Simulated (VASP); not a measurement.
# A VASP 6.6.1 single-point calculation on MgO

INCAR

```
NSW = 0
EDIFF = 1E-7
ISMEAR = -5
PREC = Accurate
NBANDS = 6
NELM = 120
LASPH = .TRUE.
IBRION = -1
LREAL = .FALSE.
LWAVE = .FALSE.
GGA = PE
ISIF = 2
ENCUT = 520
SIGMA = 0.3
LCHARG = .FALSE.
```

KPOINTS

```
KPOINTS created by Atomic Simulation Environment
0
Gamma
10 10 10
0 0 0
```

POSCAR

```
Mg O
 1.0000000000000000
     2.6891951916000001    0.0000000000000000    0.0000000000000000
     0.0000000000000000    2.6891951916000001    0.0000000000000000
     0.0000000000000000    0.0000000000000000    2.6233491285000001
 Mg  O
   1   1
Cartesian
  0.0000000000000000  0.0000000000000000  0.0000000000000000
  1.3445975958000000  1.3445975958000000  1.3116745642500001
```

The recommended PBE PAW datasets give the neutral cell 8 valence electrons.

Command

```
mpirun -np 1 vasp_std
```

OSZICAR

```
N       E                     dE             d eps       ncg     rms          rms(c)
DAV:   1     0.268446295504E+02    0.26845E+02   -0.46428E+03  1740   0.118E+03
DAV:   2    -0.111847095648E+02   -0.38029E+02   -0.36525E+02  1866   0.189E+02
DAV:   3    -0.120376770966E+02   -0.85297E+00   -0.85297E+00  1860   0.374E+01
DAV:   4    -0.120405035644E+02   -0.28265E-02   -0.28265E-02  2346   0.208E+00
DAV:   5    -0.120405049564E+02   -0.13920E-05   -0.13920E-05  1890   0.266E-02    0.704E+00
DAV:   6    -0.104589831642E+02    0.15815E+01   -0.10540E+01  1542   0.293E+01    0.237E+00
DAV:   7    -0.104122000149E+02    0.46783E-01   -0.83672E-02  1776   0.432E+00    0.128E+00
DAV:   8    -0.103848602965E+02    0.27340E-01   -0.36571E-02  1650   0.334E+00    0.153E-01
DAV:   9    -0.103848345868E+02    0.25710E-04   -0.12543E-03  2292   0.388E-01    0.579E-02
DAV:  10    -0.103848298387E+02    0.47481E-05   -0.22040E-04  1644   0.175E-01    0.477E-03
DAV:  11    -0.103848290160E+02    0.82272E-06   -0.49002E-06  1974   0.247E-02    0.132E-03
DAV:  12    -0.103848288423E+02    0.17373E-06   -0.75642E-08  1548   0.401E-03    0.767E-04
DAV:  13    -0.103848288345E+02    0.77750E-08   -0.70525E-08  1092   0.266E-03
   1 F= -.10384829E+02 E0= -.10384829E+02  d E =0.000000E+00
```

From OUTCAR

```
k-points           NKPTS =    126   k-points in BZ     NKDIM =    126   number of bands    NBANDS=      6

   NELECT =       8.0000    total number of electrons

   dimension x,y,z NGX =    20 NGY =   20 NGZ =   20
   dimension x,y,z NGXF=    40 NGYF=   40 NGZF=   40

  energy-cutoff  :      520.00
  volume of cell :       18.97
      direct lattice vectors                 reciprocal lattice vectors
     2.689195192  0.000000000  0.000000000     0.371858466  0.000000000  0.000000000
     0.000000000  2.689195192  0.000000000     0.000000000  0.371858466  0.000000000
     0.000000000  0.000000000  2.623349129     0.000000000  0.000000000  0.381192114

 k-points in reciprocal lattice and weights: KPOINTS created by Atomic Simulation Env
   0.00000000  0.00000000  0.00000000       0.001
   0.10000000  0.00000000  0.00000000       0.004
   0.20000000  0.00000000  0.00000000       0.004
   0.30000000  0.00000000  0.00000000       0.004
   0.40000000  0.00000000  0.00000000       0.004
   0.50000000  0.00000000  0.00000000       0.002
   0.10000000  0.10000000  0.00000000       0.004
   0.20000000  0.10000000  0.00000000       0.008
   ...

 E-fermi :   4.8391

 k-point     1 :       0.0000    0.0000    0.0000
  band No.  band energies     occupation
      1     -13.5867      2.00000
      2       3.5866      2.00000
      3       3.5866      2.00000
      4       3.9552      2.00000
      5       6.8284      0.00000
      6      14.8191      0.00000

 k-point     2 :       0.1000    0.0000    0.0000
  band No.  band energies     occupation
      1     -13.4968      2.00000
      2       2.7518      2.00000
      3       3.6252      2.00000
      4       3.9911      2.00000
      5       7.4748      0.00000
      6      15.0097      0.00000

 k-point     3 :       0.2000    0.0000    0.0000
  band No.  band energies     occupation
      1     -13.2498      2.00000
      2       1.2148      2.00000
      3       3.7282      2.00000
      4       4.0869      2.00000
      5       8.5992      0.00000
      6      15.2298      0.00000

 k-point     4 :       0.3000    0.0000    0.0000
  band No.  band energies     occupation
      1     -12.9149      2.00000
      2      -0.2409      2.00000
      3       3.8599      2.00000
      4       4.2090      2.00000
      5       9.7471      0.00000
      6      14.9012      0.00000

 k-point     5 :       0.4000    0.0000    0.0000
  band No.  band energies     occupation
      1     -12.6139      2.00000
      2      -1.2704      2.00000
      3       3.9703      2.00000
      4       4.3111      2.00000
      5      10.8336      0.00000
      6      14.1311      0.00000

 k-point     6 :       0.5000    0.0000    0.0000
  band No.  band energies     occupation
      1     -12.4900      2.00000
      2      -1.6449      2.00000
      3       4.0135      2.00000
      4       4.3508      2.00000
      5      11.4379      0.00000
      6      13.5977      0.00000

 k-point     7 :       0.1000    0.1000    0.0000
  band No.  band energies     occupation
      1     -13.4089      2.00000
      2       2.5640      2.00000
      3       3.1167      2.00000
      4       4.0277      2.00000
      5       8.0383      0.00000
      6      15.1981      0.00000

 ...

  Total       -0.8101928     -0.8101928      1.0036858      0.0000000      0.0000000      0.0000000
  in kB      -68.4223829    -68.4223829     84.7632509      0.0000000      0.0000000      0.0000000
  external PRESSURE =     -17.3605050 kB  Pullay stress =       0.0000000 kB

 POSITION                                       TOTAL-FORCE (eV/Angst)
 -----------------------------------------------------------------------------------
      0.00000      0.00000      0.00000         0.000000      0.000000      0.000000
      1.34460      1.34460      1.31167         0.000000      0.000000      0.000000
 -----------------------------------------------------------------------------------
    total drift:                                0.000000      0.000000      0.000000

  FREE ENERGIE OF THE ION-ELECTRON SYSTEM (eV)
  ---------------------------------------------------
  free  energy   TOTEN  =       -10.3848288345 eV

  energy  without entropy=      -10.3848288345  energy(sigma->0) =      -10.38482883
```

It converged. Results: gap between bands v and c on the k mesh 1.99 eV; least direct gap on the k mesh 2.87 eV; pressure -1.7 GPa. Band v is the last that the valence electrons fill when counted band by band, and c is the next.

For comparison, a separate PBE run of the intended cell, on usual settings and not on those above, gives a gap of 1.99 eV on its mesh and a pressure of -1.7 GPa.

The run above took about 4.8 s on one core of a shared host (Intel Xeon 6975P-C) and held 0.14 GiB at most.
